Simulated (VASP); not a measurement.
# SrTe (Fm-3m) in VASP: notebook, part 2 of 2

VASP 6.6.1.

## (3) Relaxation of cell and atoms, PBEsol

This run uses another cell than the first one, of 36.19 Å³/atom, 0.957 times its volume.

Input file INCAR:

```
PREC = Accurate ; ENCUT = 600
EDIFF = 1E-7 ; ISMEAR = 0
SIGMA = 0.03 ; LREAL = F
LASPH = T ; NELM = 80
ALGO = Normal ; ISIF = 3
LWAVE = F ; LCHARG = F
GGA = PS ; IBRION = 2
NSW = 90 ; EDIFFG = -0.005
```

Input file KPOINTS:

```
Automatic mesh
0
Gamma
  8 8 8
```

Input file POSCAR:

```
SrTe                                    
1.0
   -0.0000000000      3.3076002723      3.3076002723
    3.3076002723     -0.0000000000      3.3076002723
    3.3076002723      3.3076002723      0.0000000000
  Te              Sr            
     1     1
Direct
     0.5000000000000000    0.5000000000000000    0.5000000000000000
     0.0000000000000000    0.0000000000000000    0.0000000000000000
```

Potentials or basis: VASP PAW PBE potentials, release 64 (Te, Sr_sv).

Run with:

```console
> cat potpaw_PBE.64/Te/POTCAR potpaw_PBE.64/Sr_sv/POTCAR > POTCAR
> mpirun -np 1 vasp_std > vasp.out
```

OUTCAR:

```text
PREC = Accurate
   ENCUT = 600
   EDIFF = 1E-7
   ISMEAR = 0
   LREAL = F
   LASPH = T
   NELM = 80
   ISIF = 3
   GGA = PS
   IBRION = 2
   NSW = 90
   EDIFFG = -0.005

 ion  position               nearest neighbor table
   1  0.500  0.500  0.500-   2 3.31   2 3.31   2 3.31   2 3.31   2 3.31   2 3.31
   2  0.000  0.000  0.000-   1 3.31   1 3.31   1 3.31   1 3.31   1 3.31   1 3.31

  LATTYP: Found a face centered cubic cell.
 ALAT       =     6.6152005446

  Lattice vectors:

 A1 = (   0.0000000000,   3.3076002723,   3.3076002723)
 A2 = (   3.3076002723,   0.0000000000,   3.3076002723)
 A3 = (   3.3076002723,   3.3076002723,   0.0000000000)

Analysis of symmetry for initial positions (statically):
=====================================================================
 Subroutine PRICEL returns:
 Original cell was already a primitive cell.

 Routine SETGRP: Setting up the symmetry group for a
 face centered cubic supercell.

 Subroutine GETGRP returns: Found 48 space group operations
 (whereof 48 operations were pure point group operations)
 out of a pool of 48 trial point group operations.

The static configuration has the point symmetry O_h .

Analysis of symmetry for dynamics (positions and initial velocities):
=====================================================================
 Subroutine PRICEL returns:
 Original cell was already a primitive cell.

 Routine SETGRP: Setting up the symmetry group for a
 face centered cubic supercell.

 Subroutine GETGRP returns: Found 48 space group operations
 (whereof 48 operations were pure point group operations)
 out of a pool of 48 trial point group operations.

The dynamic configuration has the point symmetry O_h .

 Subroutine INISYM returns: Found 48 space group operations
 (whereof 48 operations are pure point group operations),
 and found     1 'primitive' translations

----------------------------------------------------------------------------------------

                                     Primitive cell

  volume of cell :      72.3717

  direct lattice vectors                    reciprocal lattice vectors
     0.000000000  3.307600272  3.307600272    -0.151166997  0.151166997  0.151166997
     3.307600272  0.000000000  3.307600272     0.151166997 -0.151166997  0.151166997
     3.307600272  3.307600272  0.000000000     0.151166997  0.151166997 -0.151166997

  length of vectors
     4.677653164  4.677653164  4.677653164     0.261828919  0.261828919  0.261828919

  position of ions in fractional coordinates (direct lattice)
     0.500000000  0.500000000  0.500000000
     0.000000000  0.000000000  0.000000000

  ion indices of the primitive-cell ions
   primitive index   ion index
                 1           1
                 2           2

----------------------------------------------------------------------------------------

 KPOINTS: Automatic mesh

Automatic generation of k-mesh.
 Grid dimensions read from file:
 generate k-points for:    8    8    8

 Generating k-lattice:

  Cartesian coordinates                     Fractional coordinates (reciprocal lattice)
    -0.018895875  0.018895875  0.018895875     0.125000000  0.000000000  0.000000000
     0.018895875 -0.018895875  0.018895875     0.000000000  0.125000000  0.000000000
     0.018895875  0.018895875 -0.018895875     0.000000000  0.000000000  0.125000000
[... 43 lines left out ...]
   dimension x,y,z NGXF=    80 NGYF=   80 NGZF=   80
   ions per type =               1   1
   NGX,Y,Z   is equivalent  to a cutoff of  14.22, 14.22, 14.22 a.u.
   NGXF,Y,Z  is equivalent  to a cutoff of  28.43, 28.43, 28.43 a.u.
 SYSTEM =  unknown system
   PREC   = accura    normal or accurate (medium, high low for compatibility)
   ISTART =      0    job   : 0-new  1-cont  2-samecut
   ICHARG =      2    charge: 1-file 2-atom 10-const
   ISPIN  =      1    spin polarized calculation?
   LNONCOLLINEAR =      F non collinear calculations
   LSORBIT =      F    spin-orbit coupling
   LASPH  =      T    aspherical Exc in radial PAW
   ENCUT  =  600.0 eV  44.10 Ry    6.64 a.u.   9.34  9.34  9.34*2*pi/ulx,y,z
   NELM   =     80;   NELMIN=  2; NELMDL= -5     # of ELM steps
   EDIFF  = 0.1E-06   stopping-criterion for ELM
   LREAL  =      F    real-space projection
   EDIFFG = -.5E-02   stopping-criterion for IOM
   NSW    =     90    number of steps for IOM
   IBRION =      2    ionic relax: 0-MD 1-quasi-New 2-CG
   NFREE  =      1    steps in history (QN), initial steepest desc. (CG)
   ISIF   =      3    stress and relaxation
   ISYM   =      2    0-nonsym 1-usesym 2-fastsym
   POTIM  = 0.5000    time-step for ionic-motion
   TEBEG  =    0.0;   TEEND  =   0.0 temperature during run
   PSTRESS=    0.0 pullay stress
   NELECT =      16.0000    total number of electrons
   NUPDOWN=      -1.0000    fix difference up-down
   EMIN   =  10.00;   EMAX   =-10.00  energy-range for DOS
   EFERMI =   0.00;   METHOD = LEGACY
   ISMEAR =     0;   SIGMA  =   0.03  broadening in eV -4-tet -1-fermi 0-gaus
   EFERMI_NEDOS =   21; number of points for ismear=-14 and -15
   IALGO  =     38    algorithm
   IMIX   =      4    mixing-type and parameters
     AMIX     =   0.40;   BMIX     =  1.00
     AMIX_MAG =   1.60;   BMIX_MAG =  1.00
  volume/ion in A,a.u.               =      36.19       244.19
  Fermi-wavevector in a.u.,A,eV,Ry     =   0.989901  1.870642 13.332406  0.979904
  Thomas-Fermi vector in A             =   2.121533
   LORBIT       =      0    0 simple, 1 ext, 2 COOP (PROOUT), +10 PAW based schemes
   GGA     = PS    functional components
   LHFCALC =     F    Hartree Fock is set to
   AEXX    =    0.0000 exact exchange contribution
   IVDW    =     0    specifies the selected vdW correction
   LEPSILON=     F    determine dielectric tensor
   LRPA    =     F    only Hartree local field effects (RPA)
 conjugate gradient relaxation of ions
 non-spin polarized calculation
 Gauss-broadening in eV      SIGMA  =   0.03
  energy-cutoff  :      600.00
  volume of cell :       72.37
 maximum number of plane-waves:      2450
 NGX is ok and might be reduce to    40
   NGX = 19   NGY = 19   NGZ = 19

 number of electron      16.0000000 magnetization

 Free energy of the ion-electron system (eV)
  ---------------------------------------------------
  ext. energy  EPLUGINS =         0.00000000
  ---------------------------------------------------
  free energy    TOTEN  =        -8.83393941 eV

  energy without entropy =       -8.83393941  energy(sigma->0) =       -8.83393941

 E-fermi :   3.0613     XC(G=0):  -8.7592

 val. band max:        2.8858300883   @ k =   0.0000   0.0000   0.0000
 cond. band min:       4.4375155117   @ k =   0.5000   0.5000   0.0000
 fundamental gap:      1.5516854234
 Fermi energy:         3.0612996834

 k-point     1 :       0.0000    0.0000    0.0000
  band No.  band energies     occupation
      1     -31.6396      2.00000
      2     -13.6573      2.00000
      3     -13.6573      2.00000
      4     -13.6573      2.00000
      5      -7.1979      2.00000
      6       2.8858      2.00000
      7       2.8858      2.00000
      8       2.8858      2.00000
      9       5.6792      0.00000
     10       6.0746      0.00000
     11       6.0746      0.00000
     12       6.0746      0.00000
[... 331 lines left out ...]
 k-point    24 :      -0.3750    0.2500    0.1250
  band No.  band energies     occupation
      1     -31.6337      2.00000
      2     -13.7745      2.00000
      3     -13.6948      2.00000
      4     -13.6752      2.00000
      5      -6.5592      2.00000
      6       0.3613      2.00000
      7       1.4573      2.00000
      8       1.7252      2.00000
      9       6.7959      0.00000
     10       7.0411      0.00000
     11       8.4210      0.00000
     12       8.6100      0.00000

 [... further k-points ...]

------------------------ aborting loop because EDIFF is reached ----------------------------------------

  FORCE on cell =-STRESS in cart. coord.  units (eV):
  Direction    XX          YY          ZZ          XY          YZ          ZX
  --------------------------------------------------------------------------------------
  -------------------------------------------------------------------------------------
  Total        0.0017526      0.0017526      0.0017526      0.0000000      0.0000000     -0.0000000
  in kB        0.0387992      0.0387992      0.0387992      0.0000000      0.0000000     -0.0000000
  external PRESSURE =       0.0387992 kB  Pullay stress =       0.0000000 kB

 VOLUME and BASIS-vectors are now :
 -----------------------------------------------------------------------------
  energy-cutoff  :      600.00
  volume of cell :       72.37
      direct lattice vectors                 reciprocal lattice vectors
     0.000000000  3.307600272  3.307600272    -0.151166997  0.151166997  0.151166997
     3.307600272  0.000000000  3.307600272     0.151166997 -0.151166997  0.151166997
     3.307600272  3.307600272  0.000000000     0.151166997  0.151166997 -0.151166997

 POSITION                                       TOTAL-FORCE (eV/Angst)
 -----------------------------------------------------------------------------------
      3.30760      3.30760      3.30760         0.000000      0.000000      0.000000
      0.00000      0.00000      0.00000        -0.000000     -0.000000     -0.000000
 -----------------------------------------------------------------------------------
    total drift:                                0.000000     -0.000000     -0.000000

  FREE ENERGIE OF THE ION-ELECTRON SYSTEM (eV)
  ---------------------------------------------------
  free  energy   TOTEN  =        -8.8339394073 eV

  energy  without entropy=       -8.8339394073  energy(sigma->0) =       -8.83393941

 reached required accuracy - stopping structural energy minimisation
```

OSZICAR:

```text
N       E                     dE             d eps       ncg     rms          rms(c)
DAV:   1     0.780319219114E+02    0.78032E+02   -0.74922E+03   696   0.128E+03
DAV:   2    -0.385107122926E+01   -0.81883E+02   -0.76400E+02   832   0.214E+02
DAV:   3    -0.865332247824E+01   -0.48023E+01   -0.47696E+01   960   0.475E+01
DAV:   4    -0.893924229934E+01   -0.28592E+00   -0.28562E+00  1128   0.100E+01
DAV:   5    -0.894224870260E+01   -0.30064E-02   -0.30062E-02   900   0.103E+00    0.164E+01
DAV:   6    -0.884213734024E+01    0.10011E+00   -0.17314E-01   864   0.249E+00    0.980E+00
DAV:   7    -0.883553905063E+01    0.65983E-02   -0.18811E-01   976   0.299E+00    0.841E-01
DAV:   8    -0.883371276414E+01    0.18263E-02   -0.23724E-02   844   0.793E-01    0.263E-01
DAV:   9    -0.883386115762E+01   -0.14839E-03   -0.79995E-04   920   0.227E-01    0.839E-02
DAV:  10    -0.883393149710E+01   -0.70339E-04   -0.70716E-05   924   0.616E-02    0.165E-02
DAV:  11    -0.883393939014E+01   -0.78930E-05   -0.84514E-06   924   0.221E-02    0.193E-02
DAV:  12    -0.883393940734E+01   -0.17206E-07   -0.38767E-07   988   0.395E-03
   1 F= -.88339394E+01 E0= -.88339394E+01  d E =-.883394E+01
```

Wall time 33 s (1 thread of Intel Xeon Platinum 8259CL at 2.50GHz (Skylake/Cascade Lake), shared host); peak memory 0.25 GiB.

What came out:

```yaml
Free_energy: -8.8339 eV
Pressure_after_relaxing: 0.0 GPa
Band_gap_on_the_k_mesh: 1.55 eV, indirect (least direct gap 2.32 eV)
```

Final structure:
```
Te Sr
1.0
     0.00000    3.30760    3.30760
     3.30760    0.00000    3.30760
     3.30760    3.30760    0.00000
Te Sr
1 1
Direct
  0.50000 0.50000 0.50000
  0.00000 0.00000 0.00000
```

Caveat: the relaxation stopped at its first step, so nothing moved; the PAW data sets were made with another functional, which shifts forces and pressure a little; spin-orbit coupling is left out, which moves the levels of the heavy elements.

## (4) Relaxation of cell and atoms, PBEsol

Input file INCAR:

```
SYSTEM = SrTe
ALGO     = Normal         ! electronic algorithm
EDIFF    = 1E-6           ! SCF threshold, eV
EDIFFG   = -0.01          ! ionic threshold
ENCUT    = 600            ! plane-wave cutoff, eV
GGA      = PS             ! functional
IBRION   = 2              ! ionic algorithm
ISIF     = 3              ! what is computed and relaxed
ISMEAR   = 0              ! smearing method
LASPH    = .True.         ! aspherical terms in the spheres
LCHARG   = .False.        ! write CHGCAR
LREAL    = .False.        ! projectors in reciprocal space
LWAVE    = .False.        ! write WAVECAR
NELM     = 80             ! most SCF steps
NSW      = 90             ! ionic steps
PREC     = Accurate       ! precision mode
SIGMA    = 0.03           ! smearing width, eV
```

Input file KPOINTS:

```
k-points
0
Gamma
  8 8 8
  0 0 0
```

Input file POSCAR:

```
SrTe
1.0
    0.0000000000      3.3558353100      3.3558353100
    3.3558353100      0.0000000000      3.3558353100
    3.3558353100      3.3558353100      0.0000000000
Te Sr
1 1
Direct
    0.5000000000      0.5000000000      0.5000000000
    0.0000000000      0.0000000000      0.0000000000
```

Run with:

```console
> cat potpaw_PBE.64/Te/POTCAR potpaw_PBE.64/Sr_sv/POTCAR > POTCAR
> mpirun -np 1 vasp_std > vasp.out
```

It took 76 s on 1 thread of Intel Xeon Platinum 8488C (Sapphire Rapids), shared host; peak memory 0.26 GiB.

It converged, with:

```yaml
Free_energy: -8.8341 eV
Relaxed_volume: 36.19 Å³/atom
Relaxed_cell: a = 4.678 Å, b = 4.678 Å, c = 4.678 Å, α = 60.00°, β = 60.00°, γ = 60.00°
Space_group_after_relaxing_to_0.05_Å: Fm-3m (No. 225)
Energy_gained_by_relaxing: 7.3 meV/atom
Ionic_steps: 3
Pressure_after_relaxing: 0.0 GPa
Band_gap_on_the_k_mesh: 1.55 eV, indirect (least direct gap 2.32 eV)
```

The path:
| step | energy change (eV) | largest force (eV/Å) | pressure (GPa) | volume (Å³) |
| --- | --- | --- | --- | --- |
| 1 | 0.0000 | 0.0000 | -1.40 | 75.58 |
| 2 | -0.0145 | 0.0000 | 0.18 | 72.02 |
| 3 | -0.0147 | 0.0000 | 0.00 | 72.37 |

Final structure:
```yaml
crystal:
  lattice:
    - [0.00000, 3.30760, 3.30760]
    - [3.30760, 0.00000, 3.30760]
    - [3.30760, 3.30760, 0.00000]
  atoms:
    - { symbol: Te, position: [0.50000, 0.50000, 0.50000] }
    - { symbol: Sr, position: [0.00000, 0.00000, 0.00000] }
```

Levels at points of the mesh, in eV from the valence-band top:
```
           k point  band 5  band 6  band 7  band 8  band 9  band 10  band 11  band 12
(0.00, 0.00, 0.00)  -10.08    0.00    0.00    0.00    2.79     3.19     3.19     3.19
(0.50, 0.00, 0.00)   -9.39   -2.96   -1.17   -1.17    3.78     5.14     5.33     5.33
(0.50, 0.50, 0.00)   -9.61   -2.05   -0.77   -0.77    1.55     3.86     4.83     6.18
```

Caveat: the PAW data sets were made with another functional, which shifts forces and pressure a little; spin-orbit coupling is left out, which moves the levels of the heavy elements. PBEsol gaps usually lie below the measured ones, often by a third to a half.

## (5) Relaxation of cell and atoms, PBEsol

This run uses another cell than the first one, of 36.19 Å³/atom, 0.957 times its volume.

INCAR: that of step 4 with these lines changed.

```diff
@@ -2,4 +2,4 @@
 ALGO     = Normal         ! electronic algorithm
-EDIFF    = 1E-6           ! SCF threshold, eV
-EDIFFG   = -0.01          ! ionic threshold
+EDIFF    = 1E-7           ! SCF threshold, eV
+EDIFFG   = -0.005         ! ionic threshold
 ENCUT    = 600            ! plane-wave cutoff, eV
```

KPOINTS is that of step 4.

Input file POSCAR:

```
SrTe                                    
1.0
   -0.0000000000      3.3076002723      3.3076002723
    3.3076002723     -0.0000000000      3.3076002723
    3.3076002723      3.3076002723      0.0000000000
  Te              Sr            
     1     1
Direct
     0.5000000000000000    0.5000000000000000    0.5000000000000000
     0.0000000000000000    0.0000000000000000    0.0000000000000000
```

Run with:

```console
> cat potpaw_PBE.64/Te/POTCAR potpaw_PBE.64/Sr_sv/POTCAR > POTCAR
> mpirun -np 1 vasp_std > vasp.out
```

Wall time 33 s (1 thread of Intel Xeon Platinum 8488C (Sapphire Rapids), shared host); peak memory 0.25 GiB.

The run converged. Its results:

```
Free energy             : -8.8339 eV
Pressure after relaxing : 0.0 GPa
Band gap on the k mesh  : 1.55 eV, indirect (least direct gap 2.32 eV)
```

Final structure:
```
Te Sr
1.0
     0.00000    3.30760    3.30760
     3.30760    0.00000    3.30760
     3.30760    3.30760    0.00000
Te Sr
1 1
Direct
  0.50000 0.50000 0.50000
  0.00000 0.00000 0.00000
```

Levels at points of the mesh, in eV from the valence-band top:
```tsv
k point	band 6	band 7	band 8	band 9	band 10	band 11
(0.00, 0.00, 0.00)	0.00	0.00	0.00	2.79	3.19	3.19
(0.50, 0.00, 0.00)	-2.96	-1.17	-1.17	3.78	5.14	5.34
(0.50, 0.50, 0.00)	-2.05	-0.77	-0.77	1.55	3.86	4.83
```

Caveat: the relaxation stopped at its first step, so nothing moved; the PAW data sets were made with another functional, which shifts forces and pressure a little; spin-orbit coupling is left out, which moves the levels of the heavy elements. A k mesh can miss the band edges.
